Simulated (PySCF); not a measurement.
# One shape, several levels: CHF3 (SMILES FC(F)F)

Wanted: a comparison of 6 runs (HF/def2-SVP, PBE0/6-31G, B3LYP/6-31G*, PBE0/def2-SVP, PBE/6-31+G*, M06-2X/6-311+G**) of CHF3. 

The results are computed with PySCF 2.14.0.

## 1. The system as given

CHF3 has 5 atoms, charge 0, and is taken as a singlet. SMILES: `FC(F)F`. Geometry: relaxed at PBE0-D4/def2-TZVP.

Bond lengths: F1–C2 1.331 Å, C2–F3 1.331 Å, C2–F4 1.331 Å, C2–H5 1.093 Å. Angles: F1–C2–F3 108.5°, F1–C2–F4 108.5°, F3–C2–F4 108.5°, F1–C2–H5 110.4°, F3–C2–H5 110.4°, F4–C2–H5 110.4°.

## 2. Energy and gradient at HF/def2-SVP (run 1)

Contents of job.py:

```python
# FC(F)F
import pyscf.grad
from pyscf import gto, scf

system = gto.Mole()
system.atom = '''
F     -1.263565    -0.623043     2.039374
C      0.036850     0.106505     0.012888
F      1.979205    -1.462213    -0.297575
F     -1.459946    -0.066310    -2.002014
H      0.707457     2.045081     0.247308
'''
system.basis = 'def2-svp'
system.verbose = 4
system.max_memory = 1860
system.unit = 'bohr'
system.build()

mf = scf.RHF(system)
mf.conv_tol = 1e-10
mf.kernel()
if not mf.converged:
    mf = mf.newton().run(mf.mo_coeff, mf.mo_occ)

e_final = mf.e_tot
print('Final energy', e_final)
grad = mf.Gradients().kernel()
dip = mf.dip_moment()
pop, q = mf.mulliken_pop()
```

Command:

```
$ OMP_NUM_THREADS=1 python job.py
```

Output:

```text
PySCF version 2.14.0

[INPUT] num. atoms = 5
[INPUT] num. electrons = 34
[INPUT] charge = 0
[INPUT] spin (= nelec alpha-beta = 2S) = 0
[INPUT] symmetry False subgroup None
[INPUT] Mole.unit = bohr
[INPUT] Symbol           X                Y                Z      unit          X                Y                Z       unit  Magmom
[INPUT]  1 F     -0.668649802516  -0.329700157023   1.079190245343 AA   -1.263565000000  -0.623043000000   2.039374000000 Bohr   0.0
[INPUT]  2 C      0.019500180222   0.056360018849   0.006820035894 AA    0.036850000000   0.106505000000   0.012888000000 Bohr   0.0
[INPUT]  3 F      1.047350181739  -0.773769797111  -0.157469908540 AA    1.979205000000  -1.462213000000  -0.297575000000 Bohr   0.0
[INPUT]  4 F     -0.772570152374  -0.035089740856  -1.059420184743 AA   -1.459946000000  -0.066310000000  -2.002014000000 Bohr   0.0
[INPUT]  5 H      0.374370122106   1.082210259685   0.130869757678 AA    0.707457000000   2.045081000000   0.247308000000 Bohr   0.0

[... 46 lines left out ...]
converged SCF energy = -336.50377525972
Final energy -336.50377525971965
[... 11 lines left out ...]
Dipole moment(X, Y, Z, Debye):  0.61588,  1.78027,  0.21536
[... 28 lines left out ...]
pop of  1 C 3dx2-y2       0.03018
pop of  2 F 1s            1.99141
pop of  2 F 2s            1.12793
pop of  2 F 3s            0.80000
pop of  2 F 2px           1.04708
pop of  2 F 2py           1.10063
pop of  2 F 2pz           1.19432
pop of  2 F 3px           0.63239
pop of  2 F 3py           0.66592
pop of  2 F 3pz           0.73438
pop of  2 F 3dxy          0.00416
pop of  2 F 3dyz          0.00073
pop of  2 F 3dz^2         0.00144
pop of  2 F 3dxz          0.00105
pop of  2 F 3dx2-y2       0.00185
pop of  3 F 1s            1.99141
pop of  3 F 2s            1.12793
pop of  3 F 3s            0.80000
pop of  3 F 2px           1.10581
pop of  3 F 2py           1.20483
pop of  3 F 2pz           1.03137
pop of  3 F 3px           0.67331
pop of  3 F 3py           0.73683
pop of  3 F 3pz           0.62256
pop of  3 F 3dxy          0.00067
pop of  3 F 3dyz          0.00113
pop of  3 F 3dz^2         0.00235
pop of  3 F 3dxz          0.00416
pop of  3 F 3dx2-y2       0.00092
pop of  4 H 1s            0.78215
pop of  4 H 2s            0.16266
pop of  4 H 2px           0.00333
pop of  4 H 2py           0.01870
pop of  4 H 2pz           0.00149
 ** Mulliken atomic charges  **
charge of    0F =     -0.30327
charge of    1C =      0.87817
charge of    2F =     -0.30328
charge of    3F =     -0.30329
charge of    4H =      0.03167
```

It took 1.9 s on 1 thread of Arm Neoverse V1, shared host; peak memory 0.12 GiB.

## 3. Energy and gradient at PBE0/6-31G (run 2)

Contents of run.py:

```python
import pyscf.grad
from pyscf import gto, dft

mol = gto.Mole()
mol.atom = [
    ('F', (-0.668650, -0.329700, 1.079190)),
    ('C', (0.019500, 0.056360, 0.006820)),
    ('F', (1.047350, -0.773770, -0.157470)),
    ('F', (-0.772570, -0.035090, -1.059420)),
    ('H', (0.374370, 1.082210, 0.130870)),
]
mol.basis = '6-31g'
mol.verbose = 3
mol.max_memory = 1860
mol.build()

ks = dft.RKS(mol)
ks.xc = 'pbe0'
ks.grids.level = 5
ks.conv_tol = 1e-10
ks.kernel()
if not ks.converged:
    ks = ks.newton().run(ks.mo_coeff, ks.mo_occ)

energy = ks.e_tot
print('E(%s) = %.9f' % ('PBE0', energy))
grad = ks.Gradients().kernel()
ks.analyze()
```

Command:

```
$ OMP_NUM_THREADS=1 python run.py
```

Output:

```text
converged SCF energy = -337.813806232208
E(PBE0) = -337.813806232
--------------- RKS gradients ---------------
         x                y                z
0 F     0.0227646762     0.0115687683    -0.0364704771
1 C    -0.0144132654    -0.0416742870    -0.0050310945
2 F    -0.0352996243     0.0265919984     0.0053727047
3 F     0.0262833481     0.0015993882     0.0358888025
4 H     0.0006617249     0.0019186710     0.0002296843
----------------------------------------------
**** MO energy ****
MO #1   energy= -24.8252609006409  occ= 2
MO #2   energy= -24.8252116625867  occ= 2
MO #3   energy= -24.8252110632489  occ= 2
MO #4   energy= -10.4935457409395  occ= 2
MO #5   energy= -1.38080649730271  occ= 2
MO #6   energy= -1.2806962502034   occ= 2
MO #7   energy= -1.28069356025243  occ= 2
MO #8   energy= -0.748972770088838 occ= 2
MO #9   energy= -0.642346805371599 occ= 2
MO #10  energy= -0.617410317292413 occ= 2
MO #11  energy= -0.617410228314098 occ= 2
MO #12  energy= -0.48628249296366  occ= 2
MO #13  energy= -0.486281493329682 occ= 2
MO #14  energy= -0.453479982657184 occ= 2
MO #15  energy= -0.453479538343617 occ= 2
MO #16  energy= -0.432818735077233 occ= 2
MO #17  energy= -0.41401420476231  occ= 2
MO #18  energy= 0.116487625547615  occ= 0
MO #19  energy= 0.148566772260639  occ= 0
MO #20  energy= 0.148567685327914  occ= 0
MO #21  energy= 0.200738099160879  occ= 0
MO #22  energy= 0.496441198914892  occ= 0
MO #23  energy= 0.496444921931887  occ= 0
MO #24  energy= 0.527631111125147  occ= 0
MO #25  energy= 0.73871665179668   occ= 0
MO #26  energy= 0.832800492051617  occ= 0
MO #27  energy= 1.1128853056714    occ= 0
MO #28  energy= 1.11288771059762   occ= 0
MO #29  energy= 1.23226630673946   occ= 0
MO #30  energy= 1.25244090639999   occ= 0
MO #31  energy= 1.25244160273735   occ= 0
MO #32  energy= 1.38054552670044   occ= 0
MO #33  energy= 1.44508529512595   occ= 0
MO #34  energy= 1.445086653748     occ= 0
MO #35  energy= 1.56795966650987   occ= 0
MO #36  energy= 1.98393464033634   occ= 0
MO #37  energy= 1.9839431897545    occ= 0
MO #38  energy= 2.40076704407944   occ= 0
 ** Mulliken atomic charges  **
charge of    0F =     -0.23892
charge of    1C =      0.57480
charge of    2F =     -0.23892
charge of    3F =     -0.23893
charge of    4H =      0.14197
Dipole moment(X, Y, Z, Debye):  0.58679,  1.69617,  0.20520
```

Wall time 6.6 s (1 thread of Arm Neoverse V1, shared host); peak memory 0.42 GiB.

Runs 3 to 5 aren't shown in full; the table further down has their settings and results.

## 4. Energy and forces at M06-2X/6-311+G(d,p) (run 6)

Contents of input.py:

```python
import pyscf.grad
from pyscf import gto, dft

molecule = gto.M(
    atom='''
F     -0.668650    -0.329700     1.079190
C      0.019500     0.056360     0.006820
F      1.047350    -0.773770    -0.157470
F     -0.772570    -0.035090    -1.059420
H      0.374370     1.082210     0.130870
''',
    max_memory=1860,
    verbose=3,
    basis='6-311+g**',
)

mf = dft.RKS(molecule)
mf.xc = 'm06-2x'
mf.grids.level = 5
mf.conv_tol = 1e-10
mf.kernel()
if not mf.converged:
    mf = mf.newton().run(mf.mo_coeff, mf.mo_occ)

etot = mf.e_tot
print('Final energy', etot)
grad = mf.Gradients().kernel()
mf.analyze()
```

Command:

```
$ OMP_NUM_THREADS=1 python input.py
```

Output:

```text
converged SCF energy = -338.234862432179
[... 15 lines left out ...]
MO #6   energy= -1.39025487963486  occ= 2
[... 7 lines left out ...]
MO #14  energy= -0.546133148108836 occ= 2
[... 7 lines left out ...]
MO #22  energy= 0.176153872720781  occ= 0
[... 7 lines left out ...]
MO #30  energy= 0.285232725582782  occ= 0
[... 7 lines left out ...]
MO #38  energy= 0.540077343521162  occ= 0
[... 7 lines left out ...]
MO #46  energy= 1.27943277510043   occ= 0
[... 7 lines left out ...]
MO #54  energy= 1.57785874427792   occ= 0
[... 7 lines left out ...]
MO #62  energy= 2.40627889899573   occ= 0
[... 7 lines left out ...]
MO #70  energy= 3.83034782589466   occ= 0
[... 7 lines left out ...]
MO #78  energy= 4.28058835214791   occ= 0
[... 7 lines left out ...]
MO #86  energy= 6.44946244393915   occ= 0
[... 7 lines left out ...]
MO #94  energy= 66.9073407245784   occ= 0
[... 6 lines left out ...]
Dipole moment(X, Y, Z, Debye):  0.58339,  1.68634,  0.20398
```

It took 38 s on 1 thread of Arm Neoverse V1, shared host; peak memory 0.91 GiB.

## 5. The series

```
run                               level  integration grid  energy (Eh)  dipole moment (D)  HOMO energy (eV)  LUMO energy (eV)  wall time
  1                         HF/def2-SVP                 –  -336.503775               1.90            -16.30              5.27      1.9 s
  2                          PBE0/6-31G                 5  -337.813806               1.81            -11.27              3.17      6.6 s
  3  B3LYP/6-31G* (spherical functions)                 5  -338.222098               1.39            -10.55              3.24       10 s
  4                       PBE0/def2-SVP                 5  -337.653995               1.54            -11.14              2.46      9.9 s
  5   PBE/6-31+G* (spherical functions)                 5  -337.927192               1.56             -9.58             -0.06       14 s
  6                    M06-2X/6-311+G**                 5  -338.234862               1.80            -13.35              0.37       38 s
```

## 6. Results

```
                       quantity          value
            run 6: total energy  -338.23486 Eh
           run 6: dipole moment         1.80 D
             run 6: HOMO energy      -13.35 eV
             run 6: LUMO energy        0.37 eV
           run 6: HOMO–LUMO gap       13.72 eV
run 6: largest force on an atom     0.337 eV/Å
```

What this shows: The dipole moment (its size) runs from 1.39 D (B3LYP/6-31G*) to 1.90 D (HF/def2-SVP). The two ends differ in method and basis. The HOMO–LUMO gap runs from 9.52 eV (PBE/6-31+G*) to 21.56 eV (HF/def2-SVP). Totals of different functionals can't be ranked against each other. All runs together took 81 s, the longest 38 s.
